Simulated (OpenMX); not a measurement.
The system is MoS2, a slab with vacuum.

```xyz
3
Lattice="3.1841 0.0000 0.0000 -1.5921 2.7575 0.0000 0.0000 0.0000 17.3346" Properties=species:S:1:pos:R:3 pbc="T T T"
Mo    0.0313   -0.0382   -0.0082
S     0.0027    1.8229   15.7841
S    -0.0186    1.8067    1.5519
```

The cell isn't the ideal one: atoms moved at random, drawn with an rms of 0.05 Å.

Base run:

| Quantity | Value |
| --- | --- |
| Program | OpenMX 3.8.5 |
| Functional | PBE |
| Potentials or basis | OpenMX 2013 PBE set, Mo7.0-s3p2d2, S7.0-s2p2d1f1, grid cutoff 400 Ry |
| k mesh | 7 × 7 × 1 |
| Occupations | fermi-dirac, width 0.05 eV |
| Spin | no spin polarisation |

Its results: band gap on the k mesh 1.83 eV, indirect (least direct gap 2.14 eV); largest force 0.979 eV/Å.

Task: The run is repeated on the same cell with these changes: potentials or basis from OpenMX 2013 PBE set, Mo7.0-s3p2d2, S7.0-s2p2d1f1, grid cutoff 400 Ry to OpenMX 2013 PBE set, Mo7.0-s3p2d2, S7.0-s2p2d1f1, grid cutoff 500 Ry; k mesh from 7 × 7 × 1 to 11 × 11 × 3. What comes out?

Result: Band gap on the k mesh 1.67 eV, indirect (least direct gap 1.84 eV); largest force 0.978 eV/Å.

Caveats: the basis of atomic orbitals isn't converged, which shifts pressures, moduli and gaps.

A k mesh can miss the band edges.
